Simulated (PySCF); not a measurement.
Here is a PySCF 2.14.0 calculation.

The input run.py:

```python
import json
import numpy as np
from pyscf.pbc import gto, scf, dft, df
from pyscf.pbc.tools import pyscf_ase
from ase.io import read

atoms = read('POSCAR')
cell = pyscf_ase.cell_from_ase(atoms)
cell.basis = 'DZVP-MOLOPT-SR-GTH-q4'
cell.pseudo = 'GTH-PBE-q4'
cell.ke_cutoff = 50  # hartree
cell.exp_to_discard = 0.02
cell.precision = 1e-08
cell.max_memory = 5880  # MB
cell.verbose = 4
cell.build()

res = {}
kpts = cell.make_kpts([8, 8, 8])
mf = dft.KRKS(cell, kpts, xc='pbe')
mf = mf.multigrid_numint()
mf = mf.smearing(sigma=0.00183747, method='fermi')  # hartree
mf.conv_tol = 1e-07
mf.max_cycle = 60

atoms.calc = pyscf_ase.PySCF(method=mf)
print('ASE energy = %.8f eV' % atoms.get_potential_energy())
mf = atoms.calc.method_scan
res.update(converged=bool(mf.converged), e_tot=mf.e_tot, nelec=cell.nelectron, nao=cell.nao, mesh=list(map(int, cell.mesh)), a=cell.lattice_vectors().tolist(), coords=cell.atom_coords().tolist(),
           mo_energy=[np.real(x).tolist() for x in mf.mo_energy], mo_occ=[np.real(x).tolist() for x in mf.mo_occ])
res.update(e_free=mf.e_free, e_zero=mf.e_zero)
res.update(kpts=cell.get_scaled_kpts(kpts).tolist())
res['parts'] = {k: float(np.real(v)) for k, v in mf.scf_summary.items() if np.isscalar(v)}
json.dump(res, open('results.json', 'w'))
if not mf.converged:
    raise SystemExit('SCF not converged')

print('levels (eV)')
for i, kp in enumerate(res['kpts'][:40]):
    print('k %7.4f %7.4f %7.4f  ' % tuple(kp), ' '.join('%.3f' % (x * 27.211386) for x in res['mo_energy'][i][:9]))

# Mulliken populations
dm, s = np.asarray(mf.make_rdm1()), np.asarray(mf.get_ovlp())
sites = cell.aoslice_by_atom()[:, 2:]
tot = np.einsum('kij,kji->i', dm, s).real / len(kpts)
res['mulliken'] = [cell.atom_charge(i) - tot[a0:a1].sum() for i, (a0, a1) in enumerate(sites)]
print('Mulliken charges', np.round(res['mulliken'], 5))

# density of states, Gaussians of 0.15 eV
e = np.asarray(mf.mo_energy).real.reshape(1, -1) * 27.211386
ef = mf.get_fermi()
ef = np.max(ef) * 27.211386
x = np.arange(-15, 10.01, 0.1) + round(ef, 1)
dos = np.exp(-((x[:, None, None] - e) / 0.15) ** 2 / 2).sum(-1).T / (0.15 * np.sqrt(2 * np.pi) * len(kpts)) * 2
res.update(dos_e=x.tolist(), dos=dos.tolist())
for a, b in zip(x[::5], dos.T[::5]):
    print('%8.2f' % a, ' '.join('%9.4f' % y for y in b))
res['done'] = True
json.dump(res, open('results.json', 'w'))
```

Contents of POSCAR:

```
Sn
1.0
   -3.0165416750      3.0165416750      1.6408607595
    3.0165416750     -3.0165416750      1.6408607595
    3.0165416750      3.0165416750     -1.6408607595
Sn
2
Direct
    0.0000000000      0.0000000000      0.0000000000
    0.7500000000      0.2500000000      0.5000000000
```

Potentials or basis: DZVP-MOLOPT-SR/GTH-PBE (potentials made for PBE).

The run is started by

```bash
$ OMP_NUM_THREADS=4 python -u run.py > log
```

(1) What does it give for the band gap on the k mesh?

## Answers

(1) none (metal or under the smearing width).

Caveat: the basis of atomic orbitals isn't converged, which shifts pressures, moduli and gaps.
